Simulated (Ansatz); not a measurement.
# BeSe (zincblende type): how the settings move a single-point run

How sensitive is a single-point run of BeSe (zincblende type) to its settings? A reference run comes first, then two runs with altered input.

Computed with Ansatz 0.2.0 (reference: DFT, PBEsol, all-electron LAPW, scalar-relativistic, unless a step's input says otherwise).

### Step 1. The system as given

It takes space group F-43m (No. 216, cubic). The conventional cell has a = 3.871 Å, b = 3.871 Å, c = 3.871 Å, α = 90.00°, β = 90.00°, γ = 90.00°. Be (site symmetry -43m) is surrounded by 4 Se at 1.68 Å. Around Se (site symmetry -43m) lie 4 Be at 1.68 Å.

As a file:

```
Be Se
1.0
     0.00000    1.93557    1.93557
     1.93557    0.00000    1.93557
     1.93557    1.93557    0.00000
Be Se
1 1
Direct
  0.00000 0.00000 0.00000
  0.25000 0.25000 0.25000
```

### Step 2. Baseline

input.yaml reads:

```yaml
crystal:
  lattice:
    - [0.0, 1.9355726515, 1.9355726515]
    - [1.9355726515, 0.0, 1.9355726515]
    - [1.9355726515, 1.9355726515, 0.0]
  atoms:
    - { symbol: Be, position: [0.0, 0.0, 0.0] }
    - { symbol: Se, position: [0.25, 0.25, 0.25] }
kpoints:
  mp_grid: { grid: [14, 14, 14] }
  band_path:
    path:
      - [0.0, 0.0, 0.0]
      - [-0.5, -0.5, 0.0]
      - [-0.375, -0.375, 0.25]
      - [-0.375, 0.0, 0.375]
      - [0.0, 0.0, 0.0]
      - [0.0, 0.0, 0.5]
      - [-0.5, -0.25, 0.25]
      - [-0.5, -0.5, 0.0]
    npoints: 8
scf:
  occupations: { method: fermi_dirac, width: 0.1 }
hamiltonian:
  xc: pbesol
  pseudopotentials: { kind: all_electron, lapw: { basis_error: 0.001 } }
output:
  forces: true
  stress: true
  eigenvalues: true
  populations: true
  dos: { projected: true, de: 0.2, e_range: [-14, 8] }
```

The run is started by

```console
> ansatz run input.yaml --threads 1 --pin off --max-ram 2048MiB --backend cpu --events-out ev --progress --plain --runs-dir out
```

From the output:

```text
[...]
Basis set: ecut = 516.9905421499934 eV, 387 PW (Γ), exchange–correlation at level 2
[...]
k-points: 104 of 2744 (time reversal used)
[...]
SCF iter   1: F=—  HF=-66472.917257 eV  |F-HF|=—  |Δ(HF+E_count)|=         —  Δρ=1.33e-1  dr2=2.49e0  ethr=8.89e-3  ⟨swp⟩=2.0  Hψ=12049  notcnv=0
preconditioner: auto → none  [metal: Δε(μ)=0.231 eV  Ē_g=18.788 eV  σ=0.100 eV  W_gap=0.41  n_scr=8 (ndim 8)  ℏωp=27.6 eV  f_vac=0.000  D(μ)=0.02/eV (n_scr^D=0)  sad-step TF]
SCF iter   2: F=—  HF=-66472.313256 eV  |F-HF|=—  |Δ(HF+E_count)|=   6.04e-1  Δρ=8.53e-2  dr2=1.09e0  ethr=8.89e-3  ⟨swp⟩=2.0  Hψ=5300  notcnv=0
[...]
SCF iter   6: F=—  HF=-66471.868293 eV  |F-HF|=—  |Δ(HF+E_count)|=   1.02e-5  Δρ=1.02e-4  dr2=1.15e-6  ethr=1.86e-7  ⟨swp⟩=2.0  Hψ=4891  notcnv=0
SCF iter   7: F=-66471.868293 eV  HF=-66471.868293 eV  |F-HF|=1.25e-9  |Δ(HF+E_count)|=   1.17e-8  Δρ=7.50e-6  dr2=5.00e-9  ethr=4.11e-9  ⟨swp⟩=2.0  Hψ=4894  notcnv=0
[...]
SCF converged after 7 iterations
Free energy (F): -66471.868293 eV
[...]
E sigma→0 (E₀):  -66471.866807 eV
[...]
Fermi energy:    25.351711 eV
[...]
  P = ⅓ Tr σ = 331.1586 GPa (3311.586 kbar)
[...]
```

It took 55 s on 1 thread of Arm Neoverse N1, shared host; peak memory 0.37 GiB.

### Step 3. Changing settings: occupations.method methfessel_paxton, occupations.width 0.15, mixing.algorithm msr1, mixing.beta 0.7, mixing.ndim 8

Changes to input.yaml since step 2:

```diff
@@ -22,3 +22,4 @@
 scf:
-  occupations: { method: fermi_dirac, width: 0.1 }
+  occupations: { method: methfessel_paxton, width: 0.15 }
+  mixing: { algorithm: msr1, beta: 0.7, ndim: 8 }
 hamiltonian:
@@ -31,2 +32 @@
   populations: true
-  dos: { projected: true, de: 0.2, e_range: [-14, 8] }
```

The run is started by

```console
> ansatz run input.yaml --threads 1 --pin off --max-ram 2048MiB --backend cpu --events-out ev --progress --plain --runs-dir out
```

Log (excerpt; [...] marks lines left out):

```text
Be: projections on atomic orbitals take those of the free atom 1s2 2s2, of charge +0.00 (hamiltonian.pseudopotentials.projection_atoms)
Se: projections on atomic orbitals take those of the free atom 1s2 2s2 2p6 3s2 3p6 3d10 4s2 4p4, of charge +0.00 (hamiltonian.pseudopotentials.projection_atoms)
LAPW: plane waves up to 11.649 Å⁻¹, error target 1.0e-3 eV per atom; small_component_spin mean_spin; Be in spheres of 0.683 Å, 4 of its electrons in bands, Dirac shells []; Se in spheres of 0.993 Å, 24 of its electrons in bands, Dirac shells []
[...]
Pseudopotentials: kind: all_electron
Pseudopotential: Be, LAPW, valence charge 4, Koelling and Harmon's equation, gaussian nucleus
Pseudopotential: Se, LAPW, valence charge 24, Koelling and Harmon's equation, gaussian nucleus
Functional definition: PBEsol
[...]
Crystal: 2 atoms, lattice volume = 14.503 Å³
Basis set: ecut = 516.9905421499934 eV, 387 PW (Γ), exchange–correlation at level 2
Bands: 18, of which v1, the nominal top of the filled ones, is band 14 counted from 1 (13 counted from 0)
Symmetry: 24 space group operations
Space group: F-43m (ITA 216), of the structure as read, at distance tolerance 2.4e-5 Å
k-points: 104 of 2744 (time reversal used)
[...]
SCF iter   1: F=—  HF=-66472.916903 eV  |F-HF|=—  |Δ(HF+E_count)|=         —  Δρ=1.33e-1  dr2=2.49e0  ethr=8.90e-3  ⟨swp⟩=2.0  Hψ=12049  notcnv=0
[...]
the basis was enlarged: its passes take 110.9 KiB over the memory plan, 1 of 1 planned eigensolver slots
[...]
SCF iter   7: F=-66471.866649 eV  HF=-66471.866649 eV  |F-HF|=9.02e-10  |Δ(HF+E_count)|=   1.13e-8  S|Δr|=    0.00e0  Δρ=5.21e-6  dr2=1.90e-9  ethr=2.48e-9  ⟨swp⟩=2.0  Hψ=4892  notcnv=0
[...]
NSCF: frozen V_eff on 57 k-points
SCF converged after 7 iterations
Stability not checked: this state was not tested for a lower state beside it, because cold or Methfessel-Paxton smearing, or corrected tetrahedra, fill the levels in a way that the test cannot read (fill_not_monotonic; see scf.lower_state_search)
Free energy (F): -66471.866649 eV
[...]
E sigma→0 (E₀):  -66471.866589 eV
Entropy (-TS):   -0.000239 eV (-0.120 meV/atom)
Fermi energy:    25.360543 eV
[...]
--- Forces (eV/Å), atoms counted from 1 ---
  atom   1  Be     0.00000000    -0.00000000    -0.00000000
  atom   2  Se    -0.00000000     0.00000000     0.00000000
[...]
--- Stress (GPa, compression-positive) ---
      331.223582       0.000000      -0.000000
        0.000000     331.223582       0.000000
       -0.000000       0.000000     331.223582
  P = ⅓ Tr σ = 331.2236 GPa (3312.236 kbar)
--- Band table (eV; the first three rows and the last of 104) ---
  k-point 0: bands = ["-184.2085", "-123.8952", "-123.8952", "-123.8952", "-74.1378", "-24.5035", "-24.5035", "-24.5035", "-24.4209", "-24.4209", "2.4811", "25.6514", "25.6514", "25.6514", "29.1500", "29.1500", "29.1500", "38.0782"]
[...]
--- Löwdin populations: 2 sites ---
  site symbol       q [e]
     0     Be      2.4970
     1     Se     34.9773
  spilling = 0.013835 (of n_electrons = 38.000000)
```

Run time: 54 s. Hardware: 1 thread of Arm Neoverse N1, shared host; peak memory 0.37 GiB.

Changing the smearing and mixing leaves the energy as it was (+0.1 meV/atom).

### Step 4. Changing settings: mp_grid.grid [21, 21, 21], lower_state_search off

Changes to input.yaml since step 2:

```diff
@@ -9,3 +9,3 @@
 kpoints:
-  mp_grid: { grid: [14, 14, 14] }
+  mp_grid: { grid: [21, 21, 21] }
   band_path:
@@ -23,2 +23,3 @@
   occupations: { method: fermi_dirac, width: 0.1 }
+  lower_state_search: "off"
 hamiltonian:
@@ -31,2 +32 @@
   populations: true
-  dos: { projected: true, de: 0.2, e_range: [-14, 8] }
```

The run is started by

```console
> ansatz run input.yaml --threads 1 --pin off --max-ram 2048MiB --backend cpu --events-out ev --progress --plain --runs-dir out
```

Log (excerpt; [...] marks lines left out):

```text
Be: projections on atomic orbitals take those of the free atom 1s2 2s2, of charge +0.00 (hamiltonian.pseudopotentials.projection_atoms)
Se: projections on atomic orbitals take those of the free atom 1s2 2s2 2p6 3s2 3p6 3d10 4s2 4p4, of charge +0.00 (hamiltonian.pseudopotentials.projection_atoms)
LAPW: plane waves up to 11.649 Å⁻¹, error target 1.0e-3 eV per atom; small_component_spin mean_spin; Be in spheres of 0.683 Å, 4 of its electrons in bands, Dirac shells []; Se in spheres of 0.993 Å, 24 of its electrons in bands, Dirac shells []
[...]
Pseudopotentials: kind: all_electron
Pseudopotential: Be, LAPW, valence charge 4, Koelling and Harmon's equation, gaussian nucleus
Pseudopotential: Se, LAPW, valence charge 24, Koelling and Harmon's equation, gaussian nucleus
Functional definition: PBEsol
[...]
Crystal: 2 atoms, lattice volume = 14.503 Å³
[...]
NSCF: frozen V_eff on 57 k-points
SCF converged after 7 iterations
Free energy (F): -66471.868118 eV
[...]
E sigma→0 (E₀):  -66471.866614 eV
Entropy (-TS):   -0.003010 eV (-1.505 meV/atom)
Fermi energy:    25.343413 eV
[...]
--- Forces (eV/Å), atoms counted from 1 ---
  atom   1  Be     0.00000000    -0.00000000    -0.00000000
  atom   2  Se    -0.00000000    -0.00000000    -0.00000000
[...]
--- Stress (GPa, compression-positive) ---
      331.142776       0.000000      -0.000000
        0.000000     331.142776       0.000000
       -0.000000       0.000000     331.142776
  P = ⅓ Tr σ = 331.1428 GPa (3311.428 kbar)
--- Band table (eV; the first three rows and the last of 286) ---
  k-point 0: bands = ["-184.2111", "-123.8977", "-123.8977", "-123.8977", "-74.1401", "-24.5060", "-24.5060", "-24.5060", "-24.4234", "-24.4234", "2.4804", "25.6501", "25.6501", "25.6501", "29.1493", "29.1493", "29.1493", "38.0778"]
[...]
--- Löwdin populations: 2 sites ---
  site symbol       q [e]
     0     Be      2.4969
     1     Se     34.9758
  spilling = 0.013875 (of n_electrons = 38.000000)
```

It took 2.3 min on 1 thread of Arm Neoverse N1, shared host; peak memory 0.63 GiB.

Changing the k-point mesh and search for lower states hardly moves the energy: +0.1 meV/atom.

### Step 5. Comparison

| run | ending | energy change | pressure (GPa) | gap (eV) | force (eV/Å) | cycles | time |
| --- | --- | --- | --- | --- | --- | --- | --- |
| reference | converged | 0 | 331.2 | 0.00 | 0.00 | 7 | 55 s |
| 1: occupations.method methfessel_paxton, occupations.width 0.15, mixing.algorithm msr1, mixing.beta 0.7, mixing.ndim 8 | converged | +0.1 meV/atom (σ→0) | 331.2 | 0.00 | 0.00 | 7 | 54 s |
| 2: mp_grid.grid [21, 21, 21], lower_state_search off | converged | +0.1 meV/atom | 331.1 | 0.00 | 0.00 | 7 | 2.3 min |

Times don't compare one to one where runs were asked for different outputs or read a saved state (see the inputs); cycles may leave out searches for a lower state.

Residual by cycle in the longest SCF loop of each run; runs are numbered as in the table. The quantity is the density residual dr2, in eV.

```csv
cycle,reference,run 1,run 2
1,2.49,2.49,2.49
2,1.09,0.697,1.09
3,0.00529,0.0123,0.00534
4,7.4e-4,6.0e-4,7.4e-4
5,5.2e-5,3.6e-5,5.2e-5
6,1.2e-6,6.9e-7,1.2e-6
7,5.0e-9,1.9e-9,4.9e-9
```

**Reading.** The pressure spans 331.1 to 331.2 GPa over the reference and the converged variants. Of the variants the dearest is «mp_grid.grid [21, 21, 21], lower_state_search off» (2.3 min), the cheapest «occupations.method methfessel_paxton, occupations.width 0.15, mixing.algorithm msr1, mixing.beta 0.7, mixing.ndim 8» (54 s), on a shared host. The structure is not at rest: the sound run finds 331 GPa, so these are no properties of the relaxed crystal. 
